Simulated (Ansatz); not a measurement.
# Thickness series of a Cu/C/Cu junction, part 3 of 6

How fast does the current through Cu/C/Cu fall with each added layer? Both electrodes are Cu fcc(111); the barrier is C diamond(111) (whole bilayers). In the first transport cell, after relaxation, the nearest pair of electrode and barrier is Cu–C at 2.05 Å, along the normal, at the lower face and Cu–C at 2.05 Å, along the normal, at the upper one. All share a net of side 2.524 Å, which strains the lower electrode by -1.7 % and the barrier by +0.0 %, against typed lattice constants near PBE's. The first steps treat the bulk electrodes alone.

Ansatz 0.2.0; PBE DFT, plane waves, PAW files (the session's first sound run).

So far. Step 3 (Relaxation): The largest force component on a free atom ends at 0.0089 eV/Å. The work functions of the outer faces are 4.90 and 4.90 eV.

### Step 4. T(E) of the junction

This step: PBE DFT, plane waves, PAW files; ballistic transmission by layer matching between semi-infinite leads (Ansatz 0.2.0).

System of this step: Cu/C/Cu. The cell holds 24 atoms: 16 Cu and 8 C. Cell: a = 2.524 Å, b = 2.524 Å, c = 54.425 Å, α = 90.0°, β = 90.0°, γ = 120.0°. Regions: left electrode, 8 atoms (8 Cu); barrier, 8 atoms (8 C); right electrode, 8 atoms (8 Cu). Vacuum lies along c.

The relaxed core is set between ideal electrode layers (this cell holds 8 atomic planes between the electrodes; where that differs from the relaxed slab, whole periods were copied in or cut out without a new relaxation), which the solver continues as semi-infinite leads. A wide energy window on a coarse mesh (18×18) shows where the Fermi level lies against the barrier's bands; the projected density of states shows how far the metals' states reach in.

File input.yaml:

```yaml
crystal:
  lattice:
    - [2.524, 0.0, 0.0]
    - [-1.262, 2.1858481192, 0.0]
    - [0.0, 0.0, 54.4249535467]
  atoms:
    - { symbol: Cu, position: [0.66666667, 0.33333333, 0.1286174731] }
    - { symbol: Cu, position: [0.0, 0.0, 0.1675696654] }
    - { symbol: Cu, position: [0.33333333, 0.66666667, 0.2065218578] }
    - { symbol: Cu, position: [0.66666667, 0.33333333, 0.2454740501] }
    - { symbol: Cu, position: [0.0, 0.0, 0.2844262424] }
    - { symbol: Cu, position: [0.33333333, 0.66666667, 0.3233784347] }
    - { symbol: Cu, position: [0.66666667, 0.33333333, 0.362330627] }
    - { symbol: Cu, position: [0.0, 0.0, 0.4012293102] }
    - { symbol: C, position: [0.0, 0.0, 0.4389025134] }
    - { symbol: C, position: [0.33333333, 0.66666667, 0.4470600362] }
    - { symbol: C, position: [0.33333333, 0.66666667, 0.4764594417] }
    - { symbol: C, position: [0.66666667, 0.33333333, 0.4855899833] }
    - { symbol: C, position: [0.66666667, 0.33333333, 0.5144100169] }
    - { symbol: C, position: [0.0, 0.0, 0.5235405588] }
    - { symbol: C, position: [0.0, 0.0, 0.5529399635] }
    - { symbol: C, position: [0.33333333, 0.66666667, 0.5610974873] }
    - { symbol: Cu, position: [0.33333333, 0.66666667, 0.5987706903] }
    - { symbol: Cu, position: [0.66666667, 0.33333333, 0.637669373] }
    - { symbol: Cu, position: [0.0, 0.0, 0.6766215653] }
    - { symbol: Cu, position: [0.33333333, 0.66666667, 0.7155737576] }
    - { symbol: Cu, position: [0.66666667, 0.33333333, 0.7545259499] }
    - { symbol: Cu, position: [0.0, 0.0, 0.7934781422] }
    - { symbol: Cu, position: [0.33333333, 0.66666667, 0.8324303346] }
    - { symbol: Cu, position: [0.66666667, 0.33333333, 0.8713825269] }
kpoints:
  mp_grid: { grid: [12, 12, 1] }
scf:
  occupations: { method: fermi_dirac, width: 0.1 }
  max_iter: 150
hamiltonian:
  xc: pbe
output:
  transmission:
    kmesh: [18, 18]
    e_range: [-2, 3]
    de: 0.1
    leads: [[3, 4], [20, 21]]
  dos: { projected: true, e_range: [-6, 5], de: 0.05 }
  write_potential: true
  write_density: true
  volumetric_format: npy
  elf: true
```

On the command line:

```
$ ansatz run input.yaml --threads 4 --pin off --max-ram 12288MiB --backend cpu --events-out ev --progress --plain --runs-dir out
```

Numbers of over 12 decimals in the logs are rounded to 6 here.

The program printed:

```text
[...]
Crystal: 24 atoms, lattice volume = 300.267 Å³
Basis set: ecut = 420 eV, 5923 PW (Γ)
Bands: 202, of which v1, the nominal top of the filled ones, is band 168 counted from 1 (167 counted from 0)
Symmetry: 12 space group operations
[...]
k-points: 19 of 144
[...]
SCF iter   1: F=—  HF=-108006.515264 eV  |F-HF|=—  |Δ(HF+E_count)|=         —  Δρ=1.81e-2  dr2=7.32e1  ethr=1.77e-3  ⟨swp⟩=6.1  Hψ=14346  notcnv=0  defer=123
[...]
SCF iter  14: F=-108005.818003 eV  HF=-108005.818003 eV  |F-HF|=2.97e-8  |Δ(HF+E_count)|=   1.97e-8  Δρ=3.28e-6  dr2=3.53e-8  ethr=2.98e-11  ⟨swp⟩=11.7  Hψ=16135  notcnv=0
SCF 1 converged in 14 iterations: F = -108005.818003 eV  dr2 = 3.53e-8
[...]
transmission: 169 of 1665 steps passed
transmission: 333 of 1665 steps passed
[...]
transmission: 1665 of 1665 steps passed
WARN: The output density's exchange-correlation potential varies sharply where the density is thin. Do not read a vacuum level from v_tot or v_xc, or from such a field of the output density. On a cell that repeats whose density bears no net charge and no dipole along the vacuum's axis use v_es (v_loc + v_h of the components); under efield.dipole_correction with no amplitude use v_es + v_field, which holds any externa [...]
SCF converged after 14 iterations
Free energy (F): -108005.818003 eV
[...]
Internal energy: -108005.571164 eV  (E = F + TS)
E sigma→0 (E₀):  -108005.694584 eV
Entropy (-TS):   -0.246839 eV (-10.285 meV/atom)
Fermi energy:    11.477275 eV
[...]
--- Band table (eV; the first three rows and the last of 19) ---
  k-point 0: bands = [... 164 lower, 9.7900, 9.8658, 9.8658, 9.8661, 9.8661, 10.0850, 10.3665, 10.3665, ... 30 higher]
  k-point 1: bands = [... 164 lower, 9.7875, 9.8676, 9.8680, 9.9381, 10.1183, 10.1447, 10.2936, 10.4041, ... 30 higher]
  k-point 2: bands = [... 164 lower, 9.8069, 9.8731, 9.8742, 9.9048, 10.1113, 10.1693, 10.3704, 10.7885, ... 30 higher]
  k-point 18: bands = [... 164 lower, 14.9908, 15.0177, 15.0177, 15.1074, 15.1074, 15.1242, 15.1246, 15.3189, ... 30 higher]
--- Transmission ---
  basis      : 55 plane waves across, 45 finite elements along
  points     : 37, standing for a mesh of 18 x 18
  energies   : 51 from -2.000000 to 3.000000 eV about the Fermi level, 0.100000 eV apart; the leads are filled to 0.000000 eV, and channels, transmission and decay are at 0.000000 eV
  crystal 0  : Cu1, at the sites [3, 4], period 2.1200 Å, over 16.96 Å; its Hamiltonian steps by up to 28.7 meV: too much for a lead, lay more layers or, if its atoms are ordered, name the step of that order
    offset         : up to 0.0000 Å between an atom of the period and one for which it stands
    channels       : 7.870370e-1 a spin
    conductance    : none, the energies end too early or step too widely for 300 K: set another output.transmission.e_range or a lower de, or, where they end at an eighth of basis.ecutwfc, a higher one
    slowest decay  : 0.0806 /Å at (0.0556, 0.0556)
[...]
channels       : 7.870370e-1 a spin
[...]
slowest decay  : 0.0798 /Å at (0.0556, 0.0556)
  junction   : crystal 0 to crystal 1, 15.12 to 38.58 Å
    transmission   : 1.346064e-1 a spin
[...]
```

Wall time 47 s (4 threads of Intel Xeon Platinum 8488C (Sapphire Rapids), shared host); peak memory 2.2 GiB; 3 min of CPU time.

In the SCF lines HF is the Harris–Foulkes energy and dr2 the Hartree energy of the density residual, in eV; the loop may stop once dr2 is under the threshold and the program's other checks hold. Hψ counts applications of the Hamiltonian.

Numbers from this step:

- free energy: -108005.8180 eV
- Fermi energy: 11.48 eV
- level to which the leads are filled: 0 eV from the Fermi level
- transmission at the Fermi level (a spin, zone mean): 0.1346
- channels of the lower lead: 0.7870
- channels of the upper lead: 0.7870
- potential step in the lower lead: 28.7 meV
- potential step in the upper lead: 8.1 meV

One spin. Transmission, zone mean against energy, zero at the Fermi level:

| energy (eV) | transmission, zone mean |
| --- | --- |
| -2.00 | 0.551 |
| -1.80 | 0.444 |
| -1.50 | 0.276 |
| -1.30 | 0.257 |
| -1.00 | 0.258 |
| -0.80 | 0.238 |
| -0.60 | 0.252 |
| -0.30 | 0.182 |
| -0.10 | 0.162 |
| 0.00 | 0.135 |
| 0.10 | 0.116 |
| 0.40 | 0.0869 |
| 0.60 | 0.0721 |
| 0.90 | 0.0181 |
| 1.10 | 0.00962 |
| 1.30 | 0.00574 |
| 1.60 | 0.00239 |
| 1.80 | 0.00187 |
| 2.00 | 0.00188 |
| 2.30 | 9.8e-4 |
| 2.50 | 9.1e-4 |
| 2.80 | 9.1e-4 |
| 3.00 | 8.4e-4 |

One spin. The open channels, zone mean by energy, zero at the Fermi level:

| energy (eV) | lower lead | upper lead |
| --- | --- | --- |
| -2.00 | 1.61 | 1.61 |
| -1.80 | 1.70 | 1.63 |
| -1.70 | 1.89 | 1.80 |
| -1.50 | 0.818 | 0.929 |
| -1.30 | 0.537 | 0.537 |
| -1.10 | 0.574 | 0.574 |
| -1.00 | 0.620 | 0.611 |
| -0.80 | 0.676 | 0.676 |
| -0.60 | 0.694 | 0.694 |
| -0.40 | 0.731 | 0.731 |
| -0.30 | 0.731 | 0.731 |
| -0.10 | 0.787 | 0.787 |
| 0.00 | 0.787 | 0.787 |
| 0.10 | 0.769 | 0.769 |
| 0.20 | 0.787 | 0.787 |
| 0.40 | 0.787 | 0.787 |
| 0.60 | 0.787 | 0.787 |
| 0.80 | 0.843 | 0.843 |
| 0.90 | 0.843 | 0.843 |
| 1.10 | 0.824 | 0.824 |
| 1.30 | 0.824 | 0.824 |
| 1.40 | 0.824 | 0.824 |
| 1.60 | 0.796 | 0.796 |
| 1.80 | 0.778 | 0.778 |
| 2.00 | 0.815 | 0.815 |
| 2.10 | 0.796 | 0.796 |
| 2.30 | 0.741 | 0.741 |
| 2.50 | 0.704 | 0.704 |
| 2.70 | 0.667 | 0.667 |
| 2.80 | 0.667 | 0.667 |
| 3.00 | 0.648 | 0.648 |

Transmission over k1 and k2. At 0.0000 eV from the Fermi level.

Ten even steps from '_' (0.000) to '@' (0.973):
```
::..______________..::______________
____________________________________
____________________________________
__________..::::..__________________
________..::==++==::..______________
________::==##@@@@##==::____________
________::++@@==__==@@++::__________
::______..==@@________@@==..______::
--..______::##==______==##::______..
::::______..==@@________@@==..______
____________::++@@==__==@@++::______
______________::==##@@@@##==::______
________________..::==++==::..______
____________________..::::..________
____________________________________
____________________________________
::______________::..______________..
--::____________::--::____________::
```
Columns: k1 (b1) from -0.5 to 0.444; rows upwards: k2 (b2) from -0.5 to 0.444.

Open channels of the lower lead over k1 and k2. At 0.0000 eV from the Fermi level.

Ten even steps from '0' (0.00) to '9' (1.00):
```
999999999990000000
999999999999000000
999999999999900000
999999999999990000
999999999999999000
999999999999999900
999999990999999990
999999900009999999
999999990009999999
999999990000999999
909999999909999999
900999999999999999
900099999999999999
900009999999999999
900000999999999999
900000099999999999
900000009999999999
999999999999999999
```
Columns: k1 (b1) from -0.5 to 0.444; rows upwards: k2 (b2) from -0.5 to 0.444.

Projected DOS an atom over height of the atomic layer and energy from the Fermi level. Layers: Cu Cu Cu Cu Cu Cu Cu Cu C2 C C C C C2 Cu Cu Cu Cu Cu Cu Cu Cu; projections on atoms miss part of the total, and the computed bands can run out at the top of the range; a column is the mean of 2 neighbouring layers, the last of those left over.

Ten even steps from '0' (0.00 states/eV) to '9' (4.61 states/eV), each cell a mean:
```
00000000000
00000000000
00000000000
00000000000
00000000000
00000000000
00000000000
00000000000
00000000000
00000000000
00000000000
00000000000
11100000111
98860006889
77770007777
87780008778
56660006665
44440004444
34440004443
12220102221
01100000110
00000000000
```
Columns: height of the atomic layer (Å) from 8.06 to 46.4 (not evenly spaced); rows upwards: energy from the Fermi level (eV) from -6 to 5.

Valence density in the ca plane at fractional y = 0.000, with atoms of Cu and C within 0.2 Å of it. It is the smooth field of the valence electrons, not physical close to the nuclei.

Values in e/Å³, 5 rows by 16 columns, each cell a mean:
```
13  4  0  0  0  0  3 13  1  1  0  0  0  1  1  1
 1  0  1  0  0  1  0  1  0  1  0  1  0  1  0  1
 0  0  1  1  1  1  0  0  0  1  0  1  1  1  0  1
 3  1  0  0  0  0  1  3  0  1  0  1  0  1  1  1
23  7  0  0  0  0  6 24  1  1  0  0  0  1  1  2
```
Columns run along c (16.0 Å, from fractional 0.27 to 0.57 of the cell), rows up along a (2.5 Å). Atoms in or near the plane, at fractional coordinates: Cu at (0.28, 0.00), Cu at (0.40, 0.00), C at (0.44, 0.00), C at (0.52, 0.00), C at (0.55, 0.00).

ELF in the ca plane at fractional y = 0.000, with atoms of Cu and C within 0.2 Å of it. It is the smooth field of the valence electrons, not physical close to the nuclei.

Ten even steps from '0' (0.02) to '9' (0.93), each cell a mean:
```
43541000000363388435410122222222221266212222
77851134311478666678521111122111121122112111
57752378742478622577532111112111122111121111
35643589953456300256542111112111112222221111
47643489853467411366542111112111112111121111
78851246521478754688521111112111121122112111
55641011100365478556510112222222221255212222
30441000000341189303410122222222321388312322
```
Columns run along c (16.0 Å, from fractional 0.43 to 0.73 of the cell), rows up along a (2.5 Å). Atoms in or near the plane, at fractional coordinates: C at (0.44, 0.00), C at (0.52, 0.00), C at (0.55, 0.00), Cu at (0.68, 0.00).

Electrostatic potential energy in the ca plane at fractional y = 0.000, with atoms of Cu and C within 0.2 Å of it. With pseudopotentials it is smooth inside the atoms' cores, unlike the true potential.

Values in eV, 5 rows by 16 columns, each cell a mean:
```
-29   9  11  12  -9 -17 -26   3  13  11  13  11   1 -37   5  11
  4   9   6   9   5   7   5   9   8   2   9   1  10  -2  10   0
  7   8   2   7   5  11   9   8   5  -4   7  -7  12  10  11  -8
 -5  10   9  10   2   0  -4   8  11   7  11   6   7 -17   9   5
-39   8  12  12 -15 -25 -35  -1  13  12  13  12  -3 -42   3  12
```
Columns run along c (16.0 Å, from fractional 0.43 to 0.73 of the cell; values clipped at the 3rd and 97th percentile), rows up along a (2.5 Å). Atoms in or near the plane, at fractional coordinates: C at (0.44, 0.00), C at (0.52, 0.00), C at (0.55, 0.00), Cu at (0.68, 0.00).

At the Fermi level the transmission is 0.13, as a zone mean for one spin on this coarse mesh. At the Fermi level the layers of this cell's barrier hold from 0.054 to 0.57 states an eV and atom: none is empty there, through tails of the electrodes' states or through bands of its own. In the worse lead the potential repeats within 29 meV, which the program flags as too much for a lead, so G carries that doubt.

[end of part 3 of 6]

[Logs are printed without paths, hosts, clocks, repeated set-up lines and the standing remarks that a program may print on its own settings, such as how far it seeks lower states.]

[Hosts, paths, dates, database ids (printed as entryN), source tags and the programs' standing remarks are cut or masked in the printed files.]
